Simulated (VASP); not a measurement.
# Al16N15 (a cell with a defect) in VASP: notebook

One crystal, Al16N15 (a cell with a defect), is run at these levels: PBEsol; tasks: single point.

Everything below comes from runs of VASP 6.6.1. Logs are shortened: lines on timing, memory, paths and dates and some standing lists are left out, and cuts for length are marked.

### Step 1. Starting point

The cell holds a defect, 31 atoms: a = 6.220 Å, b = 6.220 Å, c = 9.960 Å, α = 90.00°, β = 90.00°, γ = 120.00°.

### Step 2. Single point, PBEsol

Input file INCAR:

```
ALGO = Normal
EDIFF = 1E-5
ENCUT = 450
GGA = PS
ISIF = 2
ISMEAR = 0
KPAR = 4
LASPH = T
LCHARG = F
LORBIT = 11
LREAL = Auto
LWAVE = F
NELECT = 124.0
NELM = 120
PREC = Accurate
SIGMA = 0.03
```

Input file KPOINTS:

```
k-points
0
Gamma
  3 3 2
```

Input file POSCAR:

```
Al16N15
1.0
    6.2200008610      0.0000000000      0.0000000000
   -3.1100004305      5.3866787572      0.0000000000
    0.0000000000      0.0000000000      9.9600000000
Al N
16 15
Direct
    0.3333333333      0.1666666667      0.0000000000
    0.3333333333      0.1666666667      0.5000000000
    0.3333333333      0.6666666667      0.0000000000
    0.3333333333      0.6666666667      0.5000000000
    0.8333333333      0.1666666667      0.0000000000
    0.8333333333      0.1666666667      0.5000000000
    0.8333333333      0.6666666667      0.0000000000
    0.8333333333      0.6666666667      0.5000000000
    0.1666666667      0.3333333333      0.2500000000
    0.1666666667      0.3333333333      0.7500000000
    0.1666666667      0.8333333333      0.2500000000
    0.1666666667      0.8333333333      0.7500000000
    0.6666666667      0.3333333333      0.2500000000
    0.6666666667      0.3333333333      0.7500000000
    0.6666666667      0.8333333333      0.2500000000
    0.6666666667      0.8333333333      0.7500000000
    0.3333333333      0.1666666667      0.6910000000
    0.3333333333      0.6666666667      0.1910000000
    0.3333333333      0.6666666667      0.6910000000
    0.8333333333      0.1666666667      0.1910000000
    0.8333333333      0.1666666667      0.6910000000
    0.8333333333      0.6666666667      0.1910000000
    0.8333333333      0.6666666667      0.6910000000
    0.1666666667      0.3333333333      0.4410000000
    0.1666666667      0.3333333333      0.9410000000
    0.1666666667      0.8333333333      0.4410000000
    0.1666666667      0.8333333333      0.9410000000
    0.6666666667      0.3333333333      0.4410000000
    0.6666666667      0.3333333333      0.9410000000
    0.6666666667      0.8333333333      0.4410000000
    0.6666666667      0.8333333333      0.9410000000
```

Potentials or basis: VASP PAW PBE potentials, release 64 (Al, N).

Started as:

```bash
$ cat potpaw_PBE.64/Al/POTCAR potpaw_PBE.64/N/POTCAR > POTCAR
$ mpirun -np 8 vasp_std > vasp.out
```

OUTCAR:

```text
EDIFF = 1E-5
   ENCUT = 450
   GGA = PS
   ISIF = 2
   ISMEAR = 0
   LASPH = T
   LORBIT = 11
   LREAL = Auto
   NELECT = 124.0
   NELM = 120
   PREC = Accurate

 ion  position               nearest neighbor table
   1  0.333  0.167  0.000-  25 1.89  29 1.89  27 1.89  10 3.07   9 3.07  14 3.07  13 3.07  12 3.07
                            11 3.07   5 3.11   5 3.11   3 3.11   3 3.11   7 3.11   7 3.11
   2  0.333  0.167  0.500-  24 1.89  28 1.89  26 1.89  17 1.90   9 3.07  10 3.07  13 3.07  14 3.07
                            11 3.07  12 3.07   6 3.11   6 3.11   8 3.11   4 3.11   4 3.11   8 3.11
   3  0.333  0.667  0.000-  27 1.89  31 1.89  25 1.89  18 1.90  11 3.07  12 3.07  15 3.07  16 3.07
                             9 3.07  10 3.07   7 3.11   7 3.11   1 3.11   1 3.11   5 3.11   5 3.11
   4  0.333  0.667  0.500-  26 1.89  30 1.89  24 1.89  19 1.90  11 3.07  12 3.07  15 3.07  16 3.07
                             9 3.07  10 3.07   8 3.11   8 3.11   2 3.11   2 3.11   6 3.11   6 3.11
   5  0.833  0.167  0.000-  29 1.89  25 1.89  31 1.89  20 1.90  13 3.07  14 3.07   9 3.07  10 3.07
                            15 3.07  16 3.07   1 3.11   1 3.11   7 3.11   7 3.11   3 3.11   3 3.11
   6  0.833  0.167  0.500-  28 1.89  24 1.89  30 1.89  21 1.90  13 3.07  14 3.07   9 3.07  10 3.07
                            15 3.07  16 3.07   2 3.11   2 3.11   8 3.11   8 3.11   4 3.11   4 3.11
   7  0.833  0.667  0.000-  31 1.89  27 1.89  29 1.89  22 1.90  15 3.07  16 3.07  11 3.07  12 3.07
                            13 3.07  14 3.07   3 3.11   3 3.11   5 3.11   5 3.11   1 3.11   1 3.11
   8  0.833  0.667  0.500-  30 1.89  26 1.89  28 1.89  23 1.90  15 3.07  16 3.07  11 3.07  12 3.07
                            13 3.07  14 3.07   4 3.11   4 3.11   6 3.11   6 3.11   2 3.11   2 3.11
   9  0.167  0.333  0.250-  20 1.89  18 1.89  24 1.90   2 3.07   1 3.07   6 3.07   5 3.07   4 3.07
[... 16 lines left out ...]
  18  0.333  0.667  0.191-  11 1.89  15 1.89   9 1.89   3 1.90
  19  0.333  0.667  0.691-  12 1.89  16 1.89  10 1.89   4 1.90
  20  0.833  0.167  0.191-  13 1.89   9 1.89  15 1.89   5 1.90
  21  0.833  0.167  0.691-  14 1.89  10 1.89  16 1.89   6 1.90
  22  0.833  0.667  0.191-  15 1.89  11 1.89  13 1.89   7 1.90
  23  0.833  0.667  0.691-  16 1.89  12 1.89  14 1.89   8 1.90
  24  0.167  0.333  0.441-   2 1.89   6 1.89   4 1.89   9 1.90
  25  0.167  0.333  0.941-   1 1.89   5 1.89   3 1.89  10 1.90
  26  0.167  0.833  0.441-   4 1.89   8 1.89   2 1.89  11 1.90
  27  0.167  0.833  0.941-   3 1.89   7 1.89   1 1.89  12 1.90
  28  0.667  0.333  0.441-   6 1.89   2 1.89   8 1.89  13 1.90
  29  0.667  0.333  0.941-   5 1.89   1 1.89   7 1.89  14 1.90
  30  0.667  0.833  0.441-   8 1.89   4 1.89   6 1.89  15 1.90
  31  0.667  0.833  0.941-   7 1.89   3 1.89   5 1.89  16 1.90

  LATTYP: Found a hexagonal cell.
 ALAT       =     6.2200008610
 C/A-ratio  =     1.6012859520

  Lattice vectors:

 A1 = (   6.2200008610,   0.0000000000,   0.0000000000)
 A2 = (  -3.1100004305,   5.3866787572,   0.0000000000)
 A3 = (   0.0000000000,   0.0000000000,   9.9600000000)

Analysis of symmetry for initial positions (statically):
=====================================================================
 Subroutine PRICEL returns:
 Original cell was already a primitive cell.

 Routine SETGRP: Setting up the symmetry group for a
 hexagonal supercell.

 Subroutine GETGRP returns: Found  6 space group operations
 (whereof  2 operations were pure point group operations)
 out of a pool of 24 trial point group operations.

The static configuration has the point symmetry C_1h.
 The point group associated with its full space group is C_3v.

Analysis of symmetry for dynamics (positions and initial velocities):
=====================================================================
 Subroutine PRICEL returns:
 Original cell was already a primitive cell.

 Routine SETGRP: Setting up the symmetry group for a
 hexagonal supercell.

 Subroutine GETGRP returns: Found  6 space group operations
 (whereof  2 operations were pure point group operations)
 out of a pool of 24 trial point group operations.

The dynamic configuration has the point symmetry C_1h.
 The point group associated with its full space group is C_3v.

 Subroutine INISYM returns: Found  6 space group operations
 (whereof  2 operations are pure point group operations),
 and found     1 'primitive' translations

----------------------------------------------------------------------------------------

                                     Primitive cell

[... 97 lines left out ...]

 Subroutine IBZKPT returns following result:
 ===========================================

 Found      6 irreducible k-points:

 Following reciprocal coordinates:
            Coordinates               Weight
  0.000000  0.000000  0.000000      1.000000
  0.333333  0.000000  0.000000      6.000000
  0.333333  0.333333  0.000000      2.000000
  0.000000  0.000000  0.500000      1.000000
  0.333333  0.000000  0.500000      6.000000
  0.333333  0.333333  0.500000      2.000000
   k-points           NKPTS =      6   k-points in BZ     NKDIM =      6   number of bands    NBANDS=     78
   number of dos      NEDOS =    301   number of ions     NIONS =     31
   total plane-waves  NPLWV = 161280
   dimension x,y,z NGX =    48 NGY =   48 NGZ =   70
   dimension x,y,z NGXF=    96 NGYF=   96 NGZF=  140
   ions per type =              16  15
   NGX,Y,Z   is equivalent  to a cutoff of  12.83, 12.83, 11.68 a.u.
   NGXF,Y,Z  is equivalent  to a cutoff of  25.66, 25.66, 23.37 a.u.
 SYSTEM =  unknown system
   PREC   = accura    normal or accurate (medium, high low for compatibility)
   ISTART =      0    job   : 0-new  1-cont  2-samecut
   ICHARG =      2    charge: 1-file 2-atom 10-const
   ISPIN  =      1    spin polarized calculation?
   LNONCOLLINEAR =      F non collinear calculations
   LSORBIT =      F    spin-orbit coupling
   LASPH  =      T    aspherical Exc in radial PAW
   ENCUT  =  450.0 eV  33.07 Ry    5.75 a.u.  10.76 10.76 17.23*2*pi/ulx,y,z
   NELM   =    120;   NELMIN=  2; NELMDL= -5     # of ELM steps
   EDIFF  = 0.1E-04   stopping-criterion for ELM
   LREAL  =      T    real-space projection
   EDIFFG = 0.1E-03   stopping-criterion for IOM
   NSW    =      0    number of steps for IOM
   IBRION =     -1    ionic relax: 0-MD 1-quasi-New 2-CG
   NFREE  =      0    steps in history (QN), initial steepest desc. (CG)
   ISIF   =      2    stress and relaxation
   ISYM   =      2    0-nonsym 1-usesym 2-fastsym
   POTIM  = 0.5000    time-step for ionic-motion
   TEBEG  =    0.0;   TEEND  =   0.0 temperature during run
   PSTRESS=    0.0 pullay stress
   NELECT =     124.0000    total number of electrons
   NUPDOWN=      -1.0000    fix difference up-down
   EMIN   =  10.00;   EMAX   =-10.00  energy-range for DOS
   EFERMI =   0.00;   METHOD = LEGACY
   ISMEAR =     0;   SIGMA  =   0.03  broadening in eV -4-tet -1-fermi 0-gaus
   EFERMI_NEDOS =   21; number of points for ismear=-14 and -15
   IALGO  =     38    algorithm
   IMIX   =      4    mixing-type and parameters
     AMIX     =   0.40;   BMIX     =  1.00
     AMIX_MAG =   1.60;   BMIX_MAG =  1.00
  volume/ion in A,a.u.               =      10.76        72.64
  Fermi-wavevector in a.u.,A,eV,Ry     =   1.176951  2.224115 18.846981  1.385214
  Thomas-Fermi vector in A             =   2.313306
   LORBIT       =     11    0 simple, 1 ext, 2 COOP (PROOUT), +10 PAW based schemes
   GGA     = PS    functional components
   LHFCALC =     F    Hartree Fock is set to
   AEXX    =    0.0000 exact exchange contribution
   IVDW    =     0    specifies the selected vdW correction
   LEPSILON=     F    determine dielectric tensor
   LRPA    =     F    only Hartree local field effects (RPA)
 non-spin polarized calculation
 Gauss-broadening in eV      SIGMA  =   0.03
  energy-cutoff  :      450.00
  volume of cell :      333.71
 maximum number of plane-waves:      7283
 NGX is ok and might be reduce to    48
   NGX = 21   NGY = 21   NGZ = 35

 number of electron     123.9999983 magnetization

 Free energy of the ion-electron system (eV)
  ---------------------------------------------------
  ext. energy  EPLUGINS =         0.00000000
  ---------------------------------------------------
  free energy    TOTEN  =      -226.09243167 eV

  energy without entropy =     -226.08904028  energy(sigma->0) =     -226.09073598

 E-fermi :  10.1372     XC(G=0): -11.0682

 val. band max:       10.1244599033   @ k =   0.3333   0.3333   0.5000
 cond. band min:      10.1499445831   @ k =   0.3333   0.3333   0.0000
 fundamental gap:      0.0254846799
 Fermi energy:        10.1372194255

 k-point     1 :       0.0000    0.0000    0.0000
  band No.  band energies     occupation
      1      -9.3634      2.00000
      2      -8.4886      2.00000
      3      -8.2327      2.00000
      4      -7.4502      2.00000
      5      -7.4277      2.00000
      6      -7.4277      2.00000
[... 451 lines left out ...]
     73      12.8879      0.00000
     74      13.0957      0.00000
 [bands above 74 left out]

------------------------ aborting loop because EDIFF is reached ----------------------------------------

  FORCE on cell =-STRESS in cart. coord.  units (eV):
  Direction    XX          YY          ZZ          XY          YZ          ZX
  --------------------------------------------------------------------------------------
  -------------------------------------------------------------------------------------
  Total       13.0295114     13.0295114     12.0259163      0.0000000      0.0000000     -0.0000000
  in kB       62.5558388     62.5558388     57.7374898      0.0000000      0.0000000     -0.0000000
  external PRESSURE =      60.9497225 kB  Pullay stress =       0.0000000 kB

 VOLUME and BASIS-vectors are now :
 -----------------------------------------------------------------------------
  energy-cutoff  :      450.00
  volume of cell :      333.71
      direct lattice vectors                 reciprocal lattice vectors
     6.220000861  0.000000000  0.000000000     0.160771682  0.092821574  0.000000000
    -3.110000430  5.386678757  0.000000000     0.000000000  0.185643148  0.000000000
     0.000000000  0.000000000  9.960000000     0.000000000  0.000000000  0.100401606

 POSITION                                       TOTAL-FORCE (eV/Angst)
 -----------------------------------------------------------------------------------
      1.55500      0.89778      0.00000         0.000000     -0.000000      1.933522
      1.55500      0.89778      4.98000         0.000000     -0.000000     -0.840179
     -0.00000      3.59112      0.00000         0.048755      0.028149      0.623401
     -0.00000      3.59112      4.98000        -0.171860     -0.099223     -0.196946
      4.66500      0.89778      0.00000         0.000000     -0.056298      0.623401
      4.66500      0.89778      4.98000         0.000000      0.198447     -0.196946
[... 23 lines left out ...]
      1.55500      4.48890      4.39236         0.000000     -0.000000      0.332596
      1.55500      4.48890      9.37236         0.000000     -0.000000     -0.295254
 -----------------------------------------------------------------------------------
    total drift:                                0.000003     -0.000000      0.024084

  FREE ENERGIE OF THE ION-ELECTRON SYSTEM (eV)
  ---------------------------------------------------
  free  energy   TOTEN  =      -226.0924316708 eV

  energy  without entropy=     -226.0890402825  energy(sigma->0) =     -226.09073598

 total charge

# of ion       s       p       d       tot
------------------------------------------
    1        0.375   0.415   0.000   0.790
    2        0.370   0.447   0.000   0.816
    3        0.370   0.445   0.000   0.814
    4        0.372   0.449   0.000   0.821
    5        0.370   0.445   0.000   0.814
    6        0.372   0.449   0.000   0.821
[... 23 lines left out ...]
   30        1.225   2.621   0.000   3.846
   31        1.226   2.621   0.000   3.847
--------------------------------------------------
tot         24.472  46.204   0.000  70.676
```

Run time: 28 s. Hardware: 8 MPI ranks of AMD EPYC 9R45 (Zen 5), shared host; peak memory 0.29 GiB.

Results:

| Property | Result |
| --- | --- |
| Free energy | -226.0924 eV |
| Largest force | 1.934 eV/Å |
| Band gap on the k mesh | none (metal or under the smearing width) |
| Valence electrons inside the program's atomic spheres | Al 0.79, 0.82, 0.81; N 3.85, 3.84 |

Forces on the atoms (eV/Å):
```
Al   0.000  0.000  1.934
Al   0.000  0.000 -0.840
Al   0.049  0.028  0.623
Al  -0.172 -0.099 -0.197
Al   0.000 -0.056  0.623
Al   0.000  0.198 -0.197
Al  -0.049  0.028  0.623
Al   0.172 -0.099 -0.197
Al   1.354 -0.782 -0.678
Al  -0.159  0.092  0.110
Al   0.000  1.563 -0.678
Al   0.000 -0.184  0.110
Al  -1.354 -0.782 -0.678
Al   0.159  0.092  0.110
Al   0.000  0.000 -0.194
Al   0.000  0.000  0.103
N    0.000  0.000 -0.001
N   -0.068 -0.039 -0.047
N    0.191  0.110  0.037
N    0.000  0.079 -0.047
N    0.000 -0.221  0.037
N    0.068 -0.039 -0.047
N   -0.191  0.110  0.037
N   -0.218  0.126  0.585
N   -0.204  0.118 -0.779
N    0.000 -0.252  0.585
N    0.000 -0.235 -0.779
N    0.218  0.126  0.585
N    0.204  0.118 -0.779
N    0.000  0.000  0.333
N    0.000  0.000 -0.295
```

Caveat: the k mesh is coarse (spacing up to 0.39 Å⁻¹), so the values aren't converged; the cell is charged against a uniform background, so pressure and absolute levels hang on convention; the cutoff is under 1.25 times the usual one of these potentials, so pressure, stress and relaxed cells hold a basis-set (Pulay) error; the PAW data sets were made with another functional, which shifts forces and pressure a little.

### Step 3. Single point, PBEsol, collinear spin, ferromagnetic start

Input file INCAR:

```
ALGO = All
EDIFF = 1E-5
ENCUT = 450
GGA = PS
ISIF = 2
ISMEAR = 0
ISPIN = 2
ISYM = 0
KPAR = 4
LASPH = T
LCHARG = F
LORBIT = 11
LREAL = Auto
LWAVE = F
MAGMOM = 0.5 0 0 0 0 0 0 0 0.5 0 0.5 0 0.5 0 0 0 0 0 0 0 0 0 0 0 0 0 0 0 0 0 0
NELECT = 124.0
NELM = 120
PREC = Accurate
SIGMA = 0.03
```

KPOINTS is that of step 2.

POSCAR is that of step 2.

Potentials or basis: VASP PAW PBE potentials, release 64 (Al, N).

Started as:

```bash
$ cat potpaw_PBE.64/Al/POTCAR potpaw_PBE.64/N/POTCAR > POTCAR
$ mpirun -np 8 vasp_std > vasp.out
```

It took 82 s on 8 MPI ranks of AMD EPYC 9R45 (Zen 5), shared host; peak memory 0.61 GiB.

The run converged. Its results:

```
Free energy                                           : -226.1801 eV
Largest force                                         : 1.696 eV/Å
Band gap on the k mesh                                : none (metal or under the smearing width)
Net moment                                            : 1.80 μB per cell
Site moments                                          : Al +0.06, +0.00, +0.01, +0.07; N -0.00, +0.02, +0.01, +0.00 μB
Valence electrons inside the program's atomic spheres : Al 0.81, 0.82, 0.80; N 3.85, 3.84
```

Forces in eV/Å, atoms in the order of the input:
```
Al   0.000  0.000  1.555
Al   0.000  0.000 -1.090
Al   0.009  0.005  0.402
Al  -0.236 -0.136 -0.132
Al   0.000 -0.010  0.402
Al   0.000  0.273 -0.132
Al  -0.009  0.005  0.402
Al   0.236 -0.136 -0.132
Al   1.438 -0.830 -0.350
Al  -0.224  0.130  0.147
Al   0.000  1.660 -0.350
Al   0.000 -0.259  0.147
Al  -1.438 -0.830 -0.350
Al   0.224  0.130  0.147
Al   0.000  0.000 -0.103
Al   0.000  0.000  0.080
N    0.000  0.000 -0.008
N   -0.060 -0.034 -0.107
N    0.229  0.132 -0.026
N    0.000  0.069 -0.107
N    0.000 -0.264 -0.026
N    0.060 -0.035 -0.107
N   -0.229  0.132 -0.026
N   -0.363  0.210  0.704
N   -0.326  0.188 -0.763
N    0.000 -0.419  0.704
N    0.000 -0.377 -0.763
N    0.363  0.209  0.704
N    0.326  0.188 -0.763
N    0.000  0.000  0.177
N    0.000  0.000 -0.235
```

Levels at points of the mesh, in eV from the Fermi level:
Spin up:
| k point | band 61 | band 62 | band 63 | band 64 | band 65 | band 66 |
| --- | --- | --- | --- | --- | --- | --- |
| (0.00, 0.00, 0.00) | -4.55 | -0.48 | 0.04 | 0.43 | 0.43 | 0.79 |
| (0.00, 0.00, 0.50) | -4.30 | -0.72 | 0.49 | 0.49 | 0.55 | 0.63 |
Spin down:
| k point | band 57 | band 58 | band 59 | band 60 | band 61 | band 62 | band 63 | band 64 | band 65 | band 66 |
| --- | --- | --- | --- | --- | --- | --- | --- | --- | --- | --- |
| (0.00, 0.00, 0.00) | -4.86 | -4.64 | -4.64 | -4.51 | -4.07 | -0.02 | 0.10 | 0.70 | 0.70 | 0.88 |
| (0.00, 0.00, 0.50) | -4.74 | -4.74 | -4.71 | -4.71 | -3.86 | -0.28 | 0.54 | 0.54 | 0.60 | 0.70 |

Caveat: the k mesh is coarse (spacing up to 0.39 Å⁻¹), so the values aren't converged; the cell is charged against a uniform background, so pressure and absolute levels hang on convention; the cutoff is under 1.25 times the usual one of these potentials, so pressure, stress and relaxed cells hold a basis-set (Pulay) error; the PAW data sets were made with another functional, which shifts forces and pressure a little.

(Continued in part 2 of 2.)
